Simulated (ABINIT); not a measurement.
Crystal: W.

```
W
1.0
     0.00000    2.03000    2.03000
     2.03000    0.00000    2.03000
     2.03000    2.03000    0.00000
W
1
Direct
  0.00000 0.00000 0.00000
```

This isn't the form of W at room conditions, which is bcc.

Base run:

```yaml
Program: ABINIT 10.8.3 (patched build)
Functional: PBEsol
Potentials_or_basis: PseudoDojo NC SR PBEsol v0.4.1 standard
Cutoff: 844 eV
k_mesh: 12 × 12 × 12, with 4 shifts
Occupations: methfessel-paxton, width 0.136 eV
Spin: no spin polarisation
```

Its results: pressure -12.7 GPa.

Task: The run is repeated on the same cell with these changes: k mesh from 12 × 12 × 12, with 4 shifts to 8 × 8 × 8; occupations from methfessel-paxton, width 0.136 eV to fermi-dirac, width 0.05 eV. What comes out?

Result: Pressure -12.2 GPa.

Caveats: the cutoff is short for stress, so the pressure is rough.
